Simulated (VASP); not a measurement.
Here is a VASP 6.6.1 calculation.

Contents of INCAR:

```
SYSTEM = BaS
  PREC = Accurate
  ENCUT = 520
  EDIFF = 1E-6
  ISMEAR = -1
  SIGMA = 0.05
  LREAL = .False.
  LASPH = .True.
  NELM = 100
  ALGO = Fast
  ISIF = 2
  LWAVE = .False.
  LCHARG = .False.
  GGA = PE
  NBANDS = 15
```

File KPOINTS:

```
Automatic mesh
0
Gamma
  7 7 7
  0 0 0
```

Contents of POSCAR:

```
BaS
1.0
    0.0000000000      3.1937500000      3.1937500000
    3.1937500000      0.0000000000      3.1937500000
    3.1937500000      3.1937500000      0.0000000000
Ba S
1 1
Direct
    0.0000000000      0.0000000000      0.0000000000
    0.5000000000      0.5000000000      0.5000000000
```

File KPOINTS_OPT:

```
path GXWKGLUWLK,UX
20
line-mode
reciprocal
 0.0000000000  0.0000000000  0.0000000000  G
 0.5000000000  0.0000000000  0.5000000000  X

 0.5000000000  0.0000000000  0.5000000000  X
 0.5000000000  0.2500000000  0.7500000000  W

 0.5000000000  0.2500000000  0.7500000000  W
 0.3750000000  0.3750000000  0.7500000000  K

 0.3750000000  0.3750000000  0.7500000000  K
 0.0000000000  0.0000000000  0.0000000000  G

 0.0000000000  0.0000000000  0.0000000000  G
 0.5000000000  0.5000000000  0.5000000000  L

 0.5000000000  0.5000000000  0.5000000000  L
 0.6250000000  0.2500000000  0.6250000000  U

 0.6250000000  0.2500000000  0.6250000000  U
 0.5000000000  0.2500000000  0.7500000000  W

 0.5000000000  0.2500000000  0.7500000000  W
 0.5000000000  0.5000000000  0.5000000000  L

 0.5000000000  0.5000000000  0.5000000000  L
 0.3750000000  0.3750000000  0.7500000000  K

 0.6250000000  0.2500000000  0.6250000000  U
 0.5000000000  0.0000000000  0.5000000000  X
```

Potentials or basis: VASP PAW PBE potentials, release 54 (Ba_sv, S).

Launch:

```sh
$ cat potpaw_PBE.54/Ba_sv/POTCAR potpaw_PBE.54/S/POTCAR > POTCAR
$ mpirun -np 1 vasp_std > vasp.out
```

**Question.** What does it give for the pressure?

**Answer.** 1.4 GPa.

**Question.** What does it give for the band gap on the k mesh?

**Answer.** 2.17 eV, indirect (least direct gap 2.31 eV).

**Question.** Predict the band gap along the path.

**Answer.** 2.11 eV, indirect (least direct gap 2.24 eV).

Levels at the corners of the path, in eV from the valence-band top:
| point | band 5 | band 6 | band 7 | band 8 | band 9 | band 10 | band 11 | band 12 |
| --- | --- | --- | --- | --- | --- | --- | --- | --- |
| Γ | -10.36 | 0.00 | 0.00 | 0.00 | 3.60 | 3.87 | 3.87 | 3.87 |
| X | -10.27 | -0.52 | -0.14 | -0.14 | 2.11 | 5.93 | 6.03 | 7.49 |
| X | -10.27 | -0.52 | -0.14 | -0.14 | 2.11 | 5.93 | 6.03 | 7.49 |
| W | -9.73 | -1.12 | -0.49 | -0.49 | 4.29 | 4.29 | 6.29 | 6.88 |
| W | -9.73 | -1.12 | -0.49 | -0.49 | 4.29 | 4.29 | 6.29 | 6.88 |
| K | -9.77 | -0.95 | -0.61 | -0.54 | 3.29 | 5.96 | 6.60 | 6.76 |
| K | -9.77 | -0.95 | -0.61 | -0.54 | 3.29 | 5.96 | 6.60 | 6.76 |
| Γ | -10.36 | 0.00 | 0.00 | 0.00 | 3.60 | 3.87 | 3.87 | 3.87 |
| Γ | -10.36 | 0.00 | 0.00 | 0.00 | 3.60 | 3.87 | 3.87 | 3.87 |
| L | -9.12 | -1.94 | -1.09 | -1.09 | 5.54 | 5.69 | 6.31 | 6.31 |
| L | -9.12 | -1.94 | -1.09 | -1.09 | 5.54 | 5.69 | 6.31 | 6.31 |
| U | -9.77 | -0.95 | -0.61 | -0.54 | 3.29 | 5.96 | 6.60 | 6.76 |
| U | -9.77 | -0.95 | -0.61 | -0.54 | 3.29 | 5.96 | 6.60 | 6.76 |
| W | -9.73 | -1.12 | -0.49 | -0.49 | 4.29 | 4.29 | 6.29 | 6.88 |
| W | -9.73 | -1.12 | -0.49 | -0.49 | 4.29 | 4.29 | 6.29 | 6.88 |
| L | -9.12 | -1.94 | -1.09 | -1.09 | 5.54 | 5.69 | 6.31 | 6.31 |
| L | -9.12 | -1.94 | -1.09 | -1.09 | 5.54 | 5.69 | 6.31 | 6.31 |
| K | -9.77 | -0.95 | -0.61 | -0.54 | 3.29 | 5.96 | 6.60 | 6.76 |
| U | -9.77 | -0.95 | -0.61 | -0.54 | 3.29 | 5.96 | 6.60 | 6.76 |
| X | -10.27 | -0.52 | -0.14 | -0.14 | 2.11 | 5.93 | 6.03 | 7.49 |

Caveat: spin-orbit coupling is left out, which moves the levels of the heavy elements.

**Measured values to compare with.**

From a printed reference work, monograph, original work of 1988, for a bulk crystal of BaS at 2 K: band gap 3.806 eV (indirect).

Against the measured gap of BaS, 3.806 eV (indirect; 2 K; a printed reference work, monograph, original work of 1988), the calculated 2.11 eV is off by -1.70 eV. Spin-orbit coupling on Ba is left out. The value is that of PBE, without temperature or zero-point motion. Semilocal functionals fall short of measured gaps as a rule.
